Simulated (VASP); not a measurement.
Runs of VASP 6.6.1 on Ru. Symmetry: Im-3m, No. 229, cubic system. The conventional cell has a = 3.007 Å, b = 3.007 Å, c = 3.007 Å, α = 90.00°, β = 90.00°, γ = 90.00°. Ru (site symmetry m-3m) is surrounded by 8 Ru at 2.60 Å. This isn't the form of Ru at room conditions, which is hcp.

| task | level | potentials or basis | cell | k mesh | cutoff (eV) | mesh quality | gap on the mesh (eV) | pressure (GPa) | relaxed volume (Å³/atom) |
| --- | --- | --- | --- | --- | --- | --- | --- | --- | --- |
| relaxation of cell and atoms | PBEsol | VASP PAW PBE potentials, release 64 (Ru_pv) | relaxed | 20 × 20 × 20 | 600 | not flagged | none | 0.0 | (a) |
| single point | PBEsol | VASP PAW PBE potentials, release 64 (Ru_pv) | as given | 20 × 20 × 20 | 520 | not flagged | none | (b) | - |
| relaxation of cell and atoms | LDA | VASP PAW LDA potentials, release 64 (Ru_pv) | relaxed | 20 × 20 × 20 | 600 | not flagged | none | 0.0 | 13.53 |
| relaxation of cell and atoms | PBEsol | VASP PAW PBE potentials, release 64 (Ru_pv) | relaxed | 8 × 8 × 8 | 600 | coarse | none | 0.0 | 13.73 |
| relaxation of cell and atoms | RPBE | VASP PAW PBE potentials, release 64 (Ru_pv) | relaxed | 20 × 20 × 20 | 600 | not flagged | none | 0.0 | 14.45 |

Alike in all rows: no spin polarisation; smearing gaussian 0.1 eV.

**Question.** Estimate the missing entries.

**Answer.** (a) 13.75; (b) 3.5.

Caveats: some runs use coarse meshes; the PAW data sets were made with another functional, which shifts forces and pressure a little (some runs).

A k mesh can miss the band edges, and the runs leave out spin-orbit coupling on Ru.

A gap of «none» marks a metal or a gap under the smearing width.

Runs at the PBE level aren't shown here.
